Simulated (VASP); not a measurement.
Set up this calculation in VASP 6.6.1, as the native input.

| Quantity | Value |
| --- | --- |
| Task | relaxation of cell and atoms |
| Functional | r2SCAN |
| Dispersion | rVV10 |
| Potentials or basis | VASP PAW PBE potentials, release 64 (Pt, Se) |
| Cutoff | 520 eV |
| k mesh | 9 × 9 × 6 |
| Occupations | gaussian, width 0.02 eV |
| Spin | no spin polarisation |
| Further INCAR settings | ALGO = Normal; EDIFF = 1e-07; IBRION = 2; EDIFFG = -0.002; NSW = 80; ISIF = 3 |

The structure of PtSe2 lies in POSCAR:

```
PtSe2
1.0
    3.7240000000      0.0000000000      0.0000000000
   -1.8620000000      3.2250786000      0.0000000000
    0.0000000000      0.0000000000      5.0620000000
Pt Se
1 2
Direct
    0.0000000000      0.0000000000      0.0000000000
    0.3333333300      0.6666666700      0.2500000000
    0.6666666700      0.3333333300      0.7500000000
```

These files were run (other wordings do the same):

INCAR

```
  PREC = Accurate
  ENCUT = 520
  EDIFF = 1E-7
  ISMEAR = 0
  SIGMA = 0.02
  LREAL = F
  LASPH = T
  NELM = 100
  ALGO = Normal
  ISIF = 3
  LWAVE = F
  LCHARG = F
  METAGGA = R2SCAN
  LMIXTAU = T
  LUSE_VDW = T
  IVDW_NL = 2
  BPARAM = 11.95
  CPARAM = 0.0093
  IBRION = 2
  NSW = 80
  EDIFFG = -0.002
```

KPOINTS

```
Automatic mesh
0
Gamma
  9 9 6
```

Potentials or basis: VASP PAW PBE potentials, release 64 (Pt, Se).

Run with:

```sh
$ cat potpaw_PBE.64/Pt/POTCAR potpaw_PBE.64/Se/POTCAR > POTCAR
$ mpirun -np 1 vasp_std > vasp.out
```

Results of the run:

```json
{
 "Relaxed volume": "21.25 Å³/atom",
 "Relaxed cell": "a = 3.734 Å, b = 3.734 Å, c = 5.279 Å, α = 90.00°, β = 90.00°, γ = 120.00°",
 "Space group after relaxing (to 0.05 Å)": "P-3m1 (No. 164)",
 "Energy gained by relaxing": "9.0 meV/atom",
 "Ionic steps": "17",
 "Pressure after relaxing": "0.0 GPa",
 "Band gap on the k mesh": "none (metal or under the smearing width)"
}
```

Caveat: the PAW data sets were made with another functional, which shifts forces and pressure a little.

It took 24 min on 1 thread of Intel(R) Xeon(R) 6975P-C (Granite Rapids) (shared host), peak memory 0.35 GiB.
